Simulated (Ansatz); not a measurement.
Cu3Au (Auricupride):

```
CELL_PARAMETERS angstrom
3.74000 0.00000 0.00000
0.00000 3.74000 0.00000
0.00000 0.00000 3.74000
ATOMIC_POSITIONS crystal
Au 0.00000 0.00000 0.00000
Cu 0.50000 0.50000 0.00000
Cu 0.50000 0.00000 0.50000
Cu 0.00000 0.50000 0.50000
```

Base run:

| Property | Result |
| --- | --- |
| Program | Ansatz 0.2.0 |
| Functional | LDA |
| Potentials or basis | Ansatz PAW |
| Cutoff | 420 eV (not typed: the program's choice for these potentials) |
| k mesh | 5 × 5 × 5 |
| Occupations | fermi-dirac, width 0.05 eV |
| Spin | spin-orbit coupling, no magnetisation |

Its results: band gap on the k mesh none (metal or under the smearing width); pressure -9.5 GPa.

Question: The run is repeated on the same cell with these changes: functional from LDA to PBE. What comes out?

Answer: Band gap on the k mesh none (metal or under the smearing width); pressure 4.6 GPa.

PBE binds less tightly than LDA, so the same cell stands under more pressure.

Caveats: the PAW data sets come from PBE, with cores solved anew for the run's functional, which leaves a small shift of forces and pressure (some runs).
